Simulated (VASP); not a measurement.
# Sb2Se3 (P4/mmm) in VASP: relaxation of cell and atoms with PBE

Aim: the relaxation of cell and atoms of Sb2Se3 with PBE.

Program: VASP 6.6.1. These are calculated values, not measurements. Logs are shortened: lines on timing, memory, paths and dates and some standing lists are left out, and cuts for length are marked.

### 1 The crystal as given

It takes space group P4/mmm (No. 123, tetragonal). The conventional cell has a = 4.498 Å, b = 4.498 Å, c = 8.448 Å, α = 90.00°, β = 90.00°, γ = 90.00°. Around Sb (site symmetry 4mm) lie 1 Se at 1.91 Å. Se (site symmetry 4/mmm) is surrounded by 2 Sb at 1.91 Å. Around Se (site symmetry 4mm) lie 1 Se at 2.21 Å.

The cell was built by a generator and needn't be a form met in nature.

### 2 Relaxation of cell and atoms, PBE

The input, INCAR:

```
PREC = Normal ; ENCUT = 520
EDIFF = 1E-4 ; ISMEAR = 0
SIGMA = 0.15 ; LREAL = False
LASPH = True ; NELM = 60
ALGO = Fast ; ISIF = 3
LWAVE = False ; LCHARG = False
GGA = PE ; IBRION = 2
NSW = 24 ; EDIFFG = -0.08
```

The input, KPOINTS:

```
Automatic mesh
0
Gamma
  3 3 2
```

The input, POSCAR:

```
Sb2Se3
1.0
    4.4975797300      0.0000000000      0.0000000000
    0.0000000000      4.4975797300      0.0000000000
    0.0000000000      0.0000000000      8.4477452900
Sb Se
2 3
Direct
    0.5000000000      0.5000000000      0.7743913300
    0.5000000000      0.5000000000      0.2256086700
    0.5000000000      0.5000000000      0.0000000000
    0.0000000000      0.0000000000      0.3689644400
    0.0000000000      0.0000000000      0.6310355600
```

Potentials or basis: VASP PAW PBE potentials, release 64 (Sb, Se).

Run with:

```
cat potpaw_PBE.64/Sb/POTCAR potpaw_PBE.64/Se/POTCAR > POTCAR
mpirun -np 1 vasp_std > vasp.out
```

OUTCAR:

```text
PREC = Normal
   ENCUT = 520
   EDIFF = 1E-4
   ISMEAR = 0
   LREAL = False
   LASPH = True
   NELM = 60
   ISIF = 3
   GGA = PE
   IBRION = 2
   NSW = 24
   EDIFFG = -0.08

 ion  position               nearest neighbor table
   1  0.500  0.500  0.774-   3 1.91
   2  0.500  0.500  0.226-   3 1.91
   3  0.500  0.500  0.000-   1 1.91   2 1.91
   4  0.000  0.000  0.369-   5 2.21
   5  0.000  0.000  0.631-   4 2.21

  LATTYP: Found a simple tetragonal cell.
 ALAT       =     4.4975797300
 C/A-ratio  =     1.8782869448

  Lattice vectors:

 A1 = (   4.4975797300,   0.0000000000,   0.0000000000)
 A2 = (   0.0000000000,   4.4975797300,   0.0000000000)
 A3 = (   0.0000000000,   0.0000000000,   8.4477452900)

Analysis of symmetry for initial positions (statically):
=====================================================================
 Subroutine PRICEL returns:
 Original cell was already a primitive cell.

 Routine SETGRP: Setting up the symmetry group for a
 simple tetragonal supercell.

 Subroutine GETGRP returns: Found 16 space group operations
 (whereof 16 operations were pure point group operations)
 out of a pool of 16 trial point group operations.

The static configuration has the point symmetry D_4h.

Analysis of symmetry for dynamics (positions and initial velocities):
=====================================================================
 Subroutine PRICEL returns:
 Original cell was already a primitive cell.

 Routine SETGRP: Setting up the symmetry group for a
 simple tetragonal supercell.

 Subroutine GETGRP returns: Found 16 space group operations
 (whereof 16 operations were pure point group operations)
 out of a pool of 16 trial point group operations.

The dynamic configuration has the point symmetry D_4h.

 Subroutine INISYM returns: Found 16 space group operations
 (whereof 16 operations are pure point group operations),
 and found     1 'primitive' translations

----------------------------------------------------------------------------------------

                                     Primitive cell

  volume of cell :     170.8829

  direct lattice vectors                    reciprocal lattice vectors
     4.497579730  0.000000000  0.000000000     0.222341806  0.000000000  0.000000000
     0.000000000  4.497579730  0.000000000     0.000000000  0.222341806  0.000000000
     0.000000000  0.000000000  8.447745290     0.000000000  0.000000000  0.118374781

  length of vectors
     4.497579730  4.497579730  8.447745290     0.222341806  0.222341806  0.118374781

  position of ions in fractional coordinates (direct lattice)
     0.500000000  0.500000000  0.774391330
     0.500000000  0.500000000  0.225608670
     0.500000000  0.500000000  0.000000000
     0.000000000  0.000000000  0.368964440
     0.000000000  0.000000000  0.631035560

  ion indices of the primitive-cell ions
   primitive index   ion index
                 1           1
                 2           2
                 3           3
                 4           4
                 5           5

----------------------------------------------------------------------------------------

 KPOINTS: Automatic mesh

Automatic generation of k-mesh.
 Grid dimensions read from file:
 generate k-points for:    3    3    2

 Generating k-lattice:

  Cartesian coordinates                     Fractional coordinates (reciprocal lattice)
     0.074113935  0.000000000  0.000000000     0.333333333  0.000000000  0.000000000
     0.000000000  0.074113935  0.000000000     0.000000000  0.333333333  0.000000000
     0.000000000  0.000000000  0.059187391     0.000000000  0.000000000  0.500000000

  Length of vectors
     0.074113935  0.074113935  0.059187391

  Shift w.r.t. Gamma in fractional coordinates (k-lattice)
     0.000000000  0.000000000  0.000000000

 Subroutine IBZKPT returns following result:
 ===========================================

 Found      6 irreducible k-points:

 Following reciprocal coordinates:
            Coordinates               Weight
  0.000000  0.000000  0.000000      1.000000
  0.333333  0.000000  0.000000      4.000000
  0.333333  0.333333  0.000000      4.000000
  0.000000  0.000000  0.500000      1.000000
  0.333333  0.000000  0.500000      4.000000
  0.333333  0.333333  0.500000      4.000000
   k-points           NKPTS =      6   k-points in BZ     NKDIM =      6   number of bands    NBANDS=     18
   number of dos      NEDOS =    301   number of ions     NIONS =      5
   total plane-waves  NPLWV =  37632
   dimension x,y,z NGX =    28 NGY =   28 NGZ =   48
   dimension x,y,z NGXF=    56 NGYF=   56 NGZF=   96
   ions per type =               2   3
   NGX,Y,Z   is equivalent  to a cutoff of  10.35, 10.35,  9.45 a.u.
   NGXF,Y,Z  is equivalent  to a cutoff of  20.70, 20.70, 18.89 a.u.
 SYSTEM =  unknown system
   PREC   = normal    normal or accurate (medium, high low for compatibility)
   ISTART =      0    job   : 0-new  1-cont  2-samecut
   ICHARG =      2    charge: 1-file 2-atom 10-const
   ISPIN  =      1    spin polarized calculation?
   LNONCOLLINEAR =      F non collinear calculations
   LSORBIT =      F    spin-orbit coupling
   LASPH  =      T    aspherical Exc in radial PAW
   ENCUT  =  520.0 eV  38.22 Ry    6.18 a.u.   8.36  8.36 15.71*2*pi/ulx,y,z
   NELM   =     60;   NELMIN=  2; NELMDL= -5     # of ELM steps
   EDIFF  = 0.1E-03   stopping-criterion for ELM
   LREAL  =      F    real-space projection
   EDIFFG = -.8E-01   stopping-criterion for IOM
   NSW    =     24    number of steps for IOM
   IBRION =      2    ionic relax: 0-MD 1-quasi-New 2-CG
   NFREE  =      1    steps in history (QN), initial steepest desc. (CG)
   ISIF   =      3    stress and relaxation
   ISYM   =      2    0-nonsym 1-usesym 2-fastsym
   POTIM  = 0.5000    time-step for ionic-motion
   TEBEG  =    0.0;   TEEND  =   0.0 temperature during run
   PSTRESS=    0.0 pullay stress
   NELECT =      28.0000    total number of electrons
   NUPDOWN=      -1.0000    fix difference up-down
   EMIN   =  10.00;   EMAX   =-10.00  energy-range for DOS
   EFERMI =   0.00;   METHOD = LEGACY
   ISMEAR =     0;   SIGMA  =   0.15  broadening in eV -4-tet -1-fermi 0-gaus
   EFERMI_NEDOS =   21; number of points for ismear=-14 and -15
   IALGO  =     68    algorithm
   IMIX   =      4    mixing-type and parameters
     AMIX     =   0.40;   BMIX     =  1.00
     AMIX_MAG =   1.60;   BMIX_MAG =  1.00
  volume/ion in A,a.u.               =      34.18       230.63
  Fermi-wavevector in a.u.,A,eV,Ry     =   0.895835  1.692883 10.918950  0.802520
  Thomas-Fermi vector in A             =   2.018217
   LORBIT       =      0    0 simple, 1 ext, 2 COOP (PROOUT), +10 PAW based schemes
   GGA     = PE    functional components
   LHFCALC =     F    Hartree Fock is set to
   AEXX    =    0.0000 exact exchange contribution
   IVDW    =     0    specifies the selected vdW correction
   LEPSILON=     F    determine dielectric tensor
   LRPA    =     F    only Hartree local field effects (RPA)
 conjugate gradient relaxation of ions
 non-spin polarized calculation
 RMM-DIIS sequential band-by-band and
 Gauss-broadening in eV      SIGMA  =   0.15
  energy-cutoff  :      520.00
  volume of cell :      170.88
 maximum number of plane-waves:      4635
   NGX = 17   NGY = 17   NGZ = 31

--------------------------------------- Ionic step        1  -------------------------------------------

 number of electron      28.0000001 magnetization

 Free energy of the ion-electron system (eV)
  ---------------------------------------------------
  ext. energy  EPLUGINS =         0.00000000
  ---------------------------------------------------
  free energy    TOTEN  =        -7.47612710 eV

  energy without entropy =       -7.45890396  energy(sigma->0) =       -7.46751553

------------------------ aborting loop because EDIFF is reached ----------------------------------------

  FORCE on cell =-STRESS in cart. coord.  units (eV):
  Direction    XX          YY          ZZ          XY          YZ          ZX
  --------------------------------------------------------------------------------------
  -------------------------------------------------------------------------------------
  Total        0.1810961      0.1810961     93.1978382      0.0000000      0.0000000     -0.0000000
  in kB        1.6979351      1.6979351    873.8117262      0.0000000      0.0000000     -0.0000000
  external PRESSURE =     292.4025321 kB  Pullay stress =       0.0000000 kB
[... 98 lines left out ...]
  FREE ENERGIE OF THE ION-ELECTRON SYSTEM (eV)
  ---------------------------------------------------
  free  energy   TOTEN  =       -13.8791050460 eV

  energy  without entropy=      -13.8028895291  energy(sigma->0) =      -13.84099729

 E-fermi :  -1.2150     XC(G=0):  -5.7740

 val. band max:       -1.2255359560   @ k =   0.3333   0.3333   0.5000
 cond. band min:      -1.0139346071   @ k =   0.3333   0.3333   0.5000
 fundamental gap:      0.2116013489
 Fermi energy:        -1.2150334401

 k-point     1 :       0.0000    0.0000    0.0000
  band No.  band energies     occupation
      1     -14.0183      2.00000
      2     -13.9578      2.00000
      3     -12.1354      2.00000
      4      -9.5946      2.00000
      5      -9.4785      2.00000
      6      -4.1933      2.00000
[... 10 lines left out ...]
     17       1.2059      0.00000
     18       1.2061      0.00000
[... 88 lines left out ...]
      2     -13.5141      2.00000
      3     -12.0470      2.00000
      4     -10.2467      2.00000
      5     -10.1217      2.00000
      6      -5.2935      2.00000
[... 10 lines left out ...]
     17       0.0835      0.00000
     18       0.1288      0.00000

[... ionic steps 4 to 21 ...]

--------------------------------------- Ionic step       22  -------------------------------------------

 number of electron      28.0000007 magnetization

------------------------ aborting loop because EDIFF is reached ----------------------------------------

  FORCE on cell =-STRESS in cart. coord.  units (eV):
  Direction    XX          YY          ZZ          XY          YZ          ZX
  --------------------------------------------------------------------------------------
  -------------------------------------------------------------------------------------
  Total        0.0210909      0.0210909      0.9081094      0.0000000      0.0000000      0.0000000
  in kB        0.2175208      0.2175208      9.3657891      0.0000000      0.0000000      0.0000000
  external PRESSURE =       3.2669435 kB  Pullay stress =       0.0000000 kB
[... 63 lines left out ...]
  energy  without entropy=      -18.4004633632  energy(sigma->0) =      -18.41258480

--------------------------------------- Ionic step       24  -------------------------------------------

 number of electron      28.0000005 magnetization

 Free energy of the ion-electron system (eV)
  ---------------------------------------------------
  ext. energy  EPLUGINS =         0.00000000
  ---------------------------------------------------
  free energy    TOTEN  =       -18.42479857 eV

  energy without entropy =      -18.40060335  energy(sigma->0) =      -18.41270096

 E-fermi :   3.6969     XC(G=0):  -8.6296

 val. band max:        3.5485987721   @ k =   0.3333   0.0000   0.5000
 cond. band min:       3.7432500116   @ k =   0.3333   0.0000   0.0000
 fundamental gap:      0.1946512395
 Fermi energy:         3.6969062657

 k-point     1 :       0.0000    0.0000    0.0000
  band No.  band energies     occupation
      1     -11.5795      2.00000
      2      -9.1452      2.00000
      3      -8.6996      2.00000
      4      -5.0237      2.00000
      5      -4.3814      2.00000
      6      -1.3167      2.00000
[... 10 lines left out ...]
     17       6.0499      0.00000
     18       6.8279      0.00000
[... 135 lines left out ...]
  FREE ENERGIE OF THE ION-ELECTRON SYSTEM (eV)
  ---------------------------------------------------
  free  energy   TOTEN  =       -18.4247985747 eV

  energy  without entropy=      -18.4006033496  energy(sigma->0) =      -18.41270096

 reached required accuracy - stopping structural energy minimisation
```

Wall time 2.9 min (1 thread of Intel Xeon Platinum 8488C (Sapphire Rapids), shared host); peak memory 0.21 GiB.

What came out:

* Free energy: -18.4248 eV
* Relaxed volume: 31.29 Å³/atom
* Relaxed cell: a = 4.336 Å, b = 4.336 Å, c = 8.322 Å, α = 90.00°, β = 90.00°, γ = 90.00°
* Space group after relaxing (to 0.05 Å): P4/mmm (No. 123)
* Energy gained by relaxing: 2189.7 meV/atom
* Ionic steps: 24
* Pressure after relaxing: -0.1 GPa
* Largest force after relaxing: 0.072 eV/Å
* Band gap on the k mesh: none (metal or under the smearing width)

Forces in eV/Å, atoms in the order of the input:
```
Sb   0.000  0.000  0.072
Sb   0.000  0.000 -0.072
Se   0.000  0.000  0.000
Se   0.000  0.000  0.023
Se   0.000  0.000 -0.023
```

Step by step:
| step | energy change (eV) | largest force (eV/Å) | pressure (GPa) | volume (Å³) |
| --- | --- | --- | --- | --- |
| 1 | 0.0000 | 24.3672 | 29.24 | 170.88 |
| 2 | -5.5316 | 0.2919 | -4.41 | 325.68 |
| 3 | -6.4030 | 0.6762 | -5.39 | 323.27 |
| 4 | -6.4164 | 0.6686 | -5.46 | 320.21 |
| 5 | -7.1108 | 0.5688 | -6.81 | 245.42 |
| 6 | -8.7571 | 0.7830 | -6.91 | 208.12 |
| 7 | -10.0428 | 0.1143 | -4.63 | 189.49 |
| 8 | -10.0660 | 1.7737 | -1.01 | 180.19 |
| 9 | -10.1450 | 0.7420 | -3.13 | 184.96 |
| 10 | -10.1958 | 0.9973 | -3.07 | 184.12 |
| 11 | -10.1858 | 1.4218 | -2.29 | 182.15 |
| 12 | -10.1971 | 1.1078 | -2.85 | 183.56 |
| 13 | -10.4873 | 1.1468 | -1.33 | 170.19 |
| 14 | -10.6302 | 1.1278 | 1.68 | 154.68 |
| 15 | -10.7499 | 0.3099 | 0.90 | 152.03 |
| 16 | -10.7501 | 0.2847 | 0.77 | 151.90 |
| 17 | -10.8646 | 0.2586 | 0.24 | 153.50 |
| 18 | -10.9323 | 0.3284 | -0.10 | 155.22 |
| 19 | -10.9359 | 0.4228 | -0.12 | 155.81 |
| 20 | -10.9364 | 0.3947 | -0.12 | 155.63 |
| 21 | -10.9429 | 0.0229 | 0.51 | 155.23 |
| 22 | -10.9446 | 0.1248 | 0.33 | 155.35 |
| 23 | -10.9486 | 0.0915 | 0.00 | 156.59 |
| 24 | -10.9487 | 0.0723 | -0.07 | 156.45 |

Final structure:
```yaml
crystal:
  lattice:
    - [4.33586, 0.00000, 0.00000]
    - [0.00000, 4.33586, 0.00000]
    - [0.00000, 0.00000, 8.32187]
  atoms:
    - { symbol: Sb, position: [0.50000, 0.50000, 0.68252] }
    - { symbol: Sb, position: [0.50000, 0.50000, 0.31748] }
    - { symbol: Se, position: [0.50000, 0.50000, 0.00000] }
    - { symbol: Se, position: [0.00000, 0.00000, 0.35572] }
    - { symbol: Se, position: [0.00000, 0.00000, 0.64428] }
```

Levels at points of the mesh, in eV from the Fermi level:
```tsv
k point	band 12	band 13	band 14	band 15	band 16	band 17
(0.00, 0.00, 0.00)	-0.73	-0.73	-0.70	1.24	2.35	2.35
(0.00, 0.00, 0.50)	-0.49	-0.49	0.38	1.87	1.87	3.65
```

Caveat: the k mesh is coarse (spacing up to 0.47 Å⁻¹), so the values aren't converged; the relaxation stopped at a loose force limit of 0.08 eV/Å, so its end isn't a converged minimum. The run has no spin-orbit coupling, so splittings on Sb are missing.
